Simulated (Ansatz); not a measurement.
Seebeck coefficient (μV/K, mean over directions) of n-type ZnTe (F-43m) against carrier density, r2SCAN with spin-orbit coupling, rigid bands run with Ansatz (a first-principles code). Computed gap 1.52 eV; densities at which minority carriers matter at this gap, or further valleys turn the trend, are left out. Conductivity mass 0.118 mₑ (harmonic mean over directions), N_c = 9.9e17 cm⁻³ at 300 K.

```csv
electron density,300 K,500 K
1e16 cm⁻³,-605,-676
1e17 cm⁻³,-407,(withheld)
1e18 cm⁻³,(withheld),-283
3e18 cm⁻³,-138,-197
1e19 cm⁻³,-73,(withheld)
3e19 cm⁻³,-40,-79
```

What belongs in the gaps?


- 1e17 cm⁻³, 500 K: -478
- 1e18 cm⁻³, 300 K: -217
- 1e19 cm⁻³, 500 K: -118

Rigid bands with a gap fixed in temperature, one relaxation time for all states, no polarons or phonon drag, and whether or not such doping can be reached.
